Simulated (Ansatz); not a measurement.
Geometry optimisation in Ansatz: input, command and trajectory.

```yaml
crystal:
  lattice:
    - [4.1475847112, 0.0, 0.0]
    - [-2.0737923556, 3.5919137242, 0.0]
    - [0.0, 0.0, 25.1594285426]
  atoms:
    - { symbol: Ge, position: [0.0, 0.0, 0.5] }
    - { symbol: Sb, position: [0.6666666667, 0.3333333333, 0.9194909064] }
    - { symbol: Sb, position: [0.3333333333, 0.6666666667, 0.3504651712] }
    - { symbol: Sb, position: [0.3333333333, 0.6666666667, 0.0805090936] }
    - { symbol: Sb, position: [0.6666666667, 0.3333333333, 0.6495348288] }
    - { symbol: Te, position: [0.3333333333, 0.6666666667, 0.8505098002] }
    - { symbol: Te, position: [0.6666666667, 0.3333333333, 0.1494901998] }
    - { symbol: Te, position: [0.0, 0.0, 0.7182597554] }
    - { symbol: Te, position: [0.6666666667, 0.3333333333, 0.4318353765] }
    - { symbol: Te, position: [0.3333333333, 0.6666666667, 0.5681646235] }
    - { symbol: Te, position: [0.0, 0.0, 0.0] }
    - { symbol: Te, position: [0.0, 0.0, 0.2817402446] }
basis:
  ecutwfc: 420
kpoints:
  mp_grid: { grid: [12, 12, 2] }
hamiltonian:
  xc: pbe
scf:
  occupations: { method: gaussian, width: 0.02 }
output:
  forces: true
  stress: true
  eigenvalues: true
relax:
  adjacent_minimum: "off"
  f_tol: 0.008
  max_steps: 40
  cell: { stress_tol: 0.015, fix: [a, b, gamma] }
```

```bash
ansatz run input.yaml --threads 2 --pin off --max-ram 5120MiB --backend cpu --events-out ev --progress --plain --runs-dir out
```

The calculation used DFT PBE, scalar-relativistic, plane waves, PAW in Ansatz 0.2.0.

Of 8 frames 8 are shown, positions in Å and forces in eV/Å; the SCF threshold varies from step to step. Steps run on the plane waves of an earlier cell, with a Pulay correction in the pressure. The basis is chosen afresh for the last frame, the zero of the energies, and at times for earlier ones too; energy and pressure step there, also at an unchanged geometry. The mark taken_back stands on steps that the optimiser undid.

```xyz
12
Lattice="4.1476 0.0000 0.0000 -2.0738 3.5919 0.0000 0.0000 0.0000 25.1594" Properties=species:S:1:pos:R:3:forces:R:3 pbc="T T T" step=1 free_energy_over_end_meV_per_atom=4.63 pressure_GPa=3.44
Ge    0.0000    0.0000   12.5797    0.0000    0.0000    0.0000
Sb    2.0738    1.1973   23.1339    0.0000    0.0000    0.1160
Sb    0.0000    2.3946    8.8175    0.0000    0.0000    0.1313
Sb    0.0000    2.3946    2.0256    0.0000    0.0000   -0.1160
Sb    2.0738    1.1973   16.3419    0.0000    0.0000   -0.1313
Te    0.0000    2.3946   21.3983    0.0000    0.0000   -0.2989
Te    2.0738    1.1973    3.7611    0.0000    0.0000    0.2989
Te    0.0000    0.0000   18.0710    0.0000    0.0000    0.3011
Te    2.0738    1.1973   10.8647    0.0000    0.0000    0.0150
Te    0.0000    2.3946   14.2947    0.0000    0.0000   -0.0150
Te    0.0000    0.0000    0.0000    0.0000    0.0000    0.0000
Te    0.0000    0.0000    7.0884    0.0000    0.0000   -0.3011
12
Lattice="4.1476 0.0000 0.0000 -2.0738 3.5919 0.0000 0.0000 0.0000 25.6619" Properties=species:S:1:pos:R:3:forces:R:3 pbc="T T T" step=2 free_energy_over_end_meV_per_atom=7.21 pressure_GPa=0.84 taken_back
Ge    0.0000    0.0000   12.8310    0.0000    0.0000    0.0000
Sb    2.0738    1.1973   23.5406    0.0000    0.0000   -0.1120
Sb    0.0000    2.3946    8.8925    0.0000    0.0000   -0.0965
Sb    0.0000    2.3946    2.1213    0.0000    0.0000    0.1120
Sb    2.0738    1.1973   16.7694    0.0000    0.0000    0.0965
Te    0.0000    2.3946   21.7071    0.0000    0.0000    0.3676
Te    2.0738    1.1973    3.9549    0.0000    0.0000   -0.3676
Te    0.0000    0.0000   18.5962    0.0000    0.0000   -0.3695
Te    2.0738    1.1973   11.0482    0.0000    0.0000   -0.0501
Te    0.0000    2.3946   14.6138    0.0000    0.0000    0.0501
Te    0.0000    0.0000    0.0000    0.0000    0.0000    0.0000
Te    0.0000    0.0000    7.0658    0.0000    0.0000    0.3695
12
Lattice="4.1476 0.0000 0.0000 -2.0738 3.5919 0.0000 0.0000 0.0000 25.6453" Properties=species:S:1:pos:R:3:forces:R:3 pbc="T T T" step=3 free_energy_over_end_meV_per_atom=0.29 pressure_GPa=2.11
Ge    0.0000    0.0000   12.8226    0.0000    0.0000    0.0000
Sb    2.0738    1.1973   23.5774    0.0000    0.0000   -0.0210
Sb    0.0000    2.3946    8.9855    0.0000    0.0000   -0.0137
Sb    0.0000    2.3946    2.0679    0.0000    0.0000    0.0210
Sb    2.0738    1.1973   16.6598    0.0000    0.0000    0.0137
Te    0.0000    2.3946   21.7962    0.0000    0.0000    0.0268
Te    2.0738    1.1973    3.8491    0.0000    0.0000   -0.0268
Te    0.0000    0.0000   18.4348    0.0000    0.0000   -0.0262
Te    2.0738    1.1973   11.0772    0.0000    0.0000   -0.0102
Te    0.0000    2.3946   14.5681    0.0000    0.0000    0.0102
Te    0.0000    0.0000    0.0000    0.0000    0.0000    0.0000
Te    0.0000    0.0000    7.2105    0.0000    0.0000    0.0262
12
Lattice="4.1476 0.0000 0.0000 -2.0738 3.5919 0.0000 0.0000 0.0000 25.7819" Properties=species:S:1:pos:R:3:forces:R:3 pbc="T T T" step=4 free_energy_over_end_meV_per_atom=0.18 pressure_GPa=2.09
Ge    0.0000    0.0000   12.8910    0.0000    0.0000    0.0000
Sb    2.0738    1.1973   23.7133    0.0000    0.0000   -0.0117
Sb    0.0000    2.3946    9.0522    0.0000    0.0000   -0.0096
Sb    0.0000    2.3946    2.0686    0.0000    0.0000    0.0117
Sb    2.0738    1.1973   16.7297    0.0000    0.0000    0.0096
Te    0.0000    2.3946   21.9343    0.0000    0.0000    0.0119
Te    2.0738    1.1973    3.8476    0.0000    0.0000   -0.0119
Te    0.0000    0.0000   18.5026    0.0000    0.0000   -0.0132
Te    2.0738    1.1973   11.1433    0.0000    0.0000   -0.0019
Te    0.0000    2.3946   14.6386    0.0000    0.0000    0.0019
Te    0.0000    0.0000    0.0000    0.0000    0.0000    0.0000
Te    0.0000    0.0000    7.2793    0.0000    0.0000    0.0132
12
Lattice="4.1476 0.0000 0.0000 -2.0738 3.5919 0.0000 0.0000 0.0000 25.8552" Properties=species:S:1:pos:R:3:forces:R:3 pbc="T T T" step=5 free_energy_over_end_meV_per_atom=0.19 pressure_GPa=2.06
Ge    0.0000    0.0000   12.9276    0.0000    0.0000    0.0000
Sb    2.0738    1.1973   23.7783    0.0000    0.0000    0.0391
Sb    0.0000    2.3946    9.0820    0.0000    0.0000    0.0345
Sb    0.0000    2.3946    2.0769    0.0000    0.0000   -0.0391
Sb    2.0738    1.1973   16.7732    0.0000    0.0000   -0.0345
Te    0.0000    2.3946   22.0030    0.0000    0.0000   -0.0090
Te    2.0738    1.1973    3.8522    0.0000    0.0000    0.0090
Te    0.0000    0.0000   18.5418    0.0000    0.0000    0.0124
Te    2.0738    1.1973   11.1797    0.0000    0.0000   -0.0186
Te    0.0000    2.3946   14.6755    0.0000    0.0000    0.0186
Te    0.0000    0.0000    0.0000    0.0000    0.0000    0.0000
Te    0.0000    0.0000    7.3134    0.0000    0.0000   -0.0124
12
Lattice="4.1476 0.0000 0.0000 -2.0738 3.5919 0.0000 0.0000 0.0000 25.9364" Properties=species:S:1:pos:R:3:forces:R:3 pbc="T T T" step=6 free_energy_over_end_meV_per_atom=0.16 pressure_GPa=2.05
Ge    0.0000    0.0000   12.9682    0.0000    0.0000    0.0000
Sb    2.0738    1.1973   23.8655    0.0000    0.0000    0.0025
Sb    0.0000    2.3946    9.1268    0.0000    0.0000    0.0019
Sb    0.0000    2.3946    2.0709    0.0000    0.0000   -0.0025
Sb    2.0738    1.1973   16.8096    0.0000    0.0000   -0.0019
Te    0.0000    2.3946   22.0885    0.0000    0.0000   -0.0007
Te    2.0738    1.1973    3.8479    0.0000    0.0000    0.0007
Te    0.0000    0.0000   18.5802    0.0000    0.0000    0.0008
Te    2.0738    1.1973   11.2192    0.0000    0.0000   -0.0012
Te    0.0000    2.3946   14.7172    0.0000    0.0000    0.0012
Te    0.0000    0.0000    0.0000    0.0000    0.0000    0.0000
Te    0.0000    0.0000    7.3562    0.0000    0.0000   -0.0008
12
Lattice="4.1476 0.0000 0.0000 -2.0738 3.5919 0.0000 0.0000 0.0000 25.9630" Properties=species:S:1:pos:R:3:forces:R:3 pbc="T T T" step=7 free_energy_over_end_meV_per_atom=0.16 pressure_GPa=2.04
Ge    0.0000    0.0000   12.9815    0.0000    0.0000    0.0000
Sb    2.0738    1.1973   23.8923    0.0000    0.0000   -0.0002
Sb    0.0000    2.3946    9.1399    0.0000    0.0000   -0.0002
Sb    0.0000    2.3946    2.0707    0.0000    0.0000    0.0002
Sb    2.0738    1.1973   16.8231    0.0000    0.0000    0.0002
Te    0.0000    2.3946   22.1152    0.0000    0.0000    0.0000
Te    2.0738    1.1973    3.8478    0.0000    0.0000    0.0000
Te    0.0000    0.0000   18.5939    0.0000    0.0000    0.0000
Te    2.0738    1.1973   11.2322    0.0000    0.0000    0.0002
Te    0.0000    2.3946   14.7309    0.0000    0.0000   -0.0002
Te    0.0000    0.0000    0.0000    0.0000    0.0000    0.0000
Te    0.0000    0.0000    7.3692    0.0000    0.0000    0.0000
12
Lattice="4.1476 0.0000 0.0000 -2.0738 3.5919 0.0000 0.0000 0.0000 25.9630" Properties=species:S:1:pos:R:3:forces:R:3 pbc="T T T" step=8 free_energy_over_end_meV_per_atom=0.00 pressure_GPa=2.04
Ge    0.0000    0.0000   12.9815    0.0000    0.0000    0.0000
Sb    2.0738    1.1973   23.8923    0.0000    0.0000   -0.0002
Sb    0.0000    2.3946    9.1399    0.0000    0.0000   -0.0002
Sb    0.0000    2.3946    2.0707    0.0000    0.0000    0.0002
Sb    2.0738    1.1973   16.8231    0.0000    0.0000    0.0002
Te    0.0000    2.3946   22.1152    0.0000    0.0000    0.0001
Te    2.0738    1.1973    3.8478    0.0000    0.0000   -0.0001
Te    0.0000    0.0000   18.5939    0.0000    0.0000   -0.0002
Te    2.0738    1.1973   11.2322    0.0000    0.0000    0.0001
Te    0.0000    2.3946   14.7309    0.0000    0.0000   -0.0001
Te    0.0000    0.0000    0.0000    0.0000    0.0000    0.0000
Te    0.0000    0.0000    7.3692    0.0000    0.0000    0.0002
```

Time: 4.1 min on 2 threads of Intel(R) Xeon(R) 6975P-C (Granite Rapids) (shared host), peak memory 1.6 GiB.

The cell holds layers, and where no dispersion correction was added their binding is poorly described.